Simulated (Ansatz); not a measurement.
## TiC: how the free axis answers a strain

TiC, Fm-3m, a = 4.328 Å. Ansatz: r2SCAN, PAW, 500 eV, Γ-centred 18×18×12 mesh on 4 atoms, Gaussian smearing 0.10 eV; no spin polarisation. Series: biaxial strain in the a-b plane, c and atoms relaxed; x is the strain in per cent. The axes a, b, c are those of the computed cell (3.060, 3.060, 4.328 Å), along [1 1 0], [-1 1 0], [0 0 1] of the cell named above. y is the change of c in per cent of 4.328 Å.

| x (%) | y (%) |
| --- | --- |
| -6.0 | ? |
| -4.0 | 2.14 |
| -2.0 | 1.04 |
| 0.0 | 0.00 |
| 2.0 | -0.94 |
| 4.0 | -1.77 |

Q: Fit y = c1 x + c2 x² to the other rows, say what c1 measures, and predict the missing y.

A: Least squares on the rows shown. y = −0.4900 x + 0.01162 x². With no stress along c, c1 = −2C12/C11 = -0.490. At x = -6.0 the fit asked for gives 3.36 %. The run gave 3.29 %, so the fit is 0.07 % too high, 1.4 % of the span of the series, against an rms of 0.008 % on the fitted rows. The row lies outside the fitted range. With a term in x³ added, a fit to the same known rows predicts 3.29 %, so most of the miss is curvature that the known rows already hold.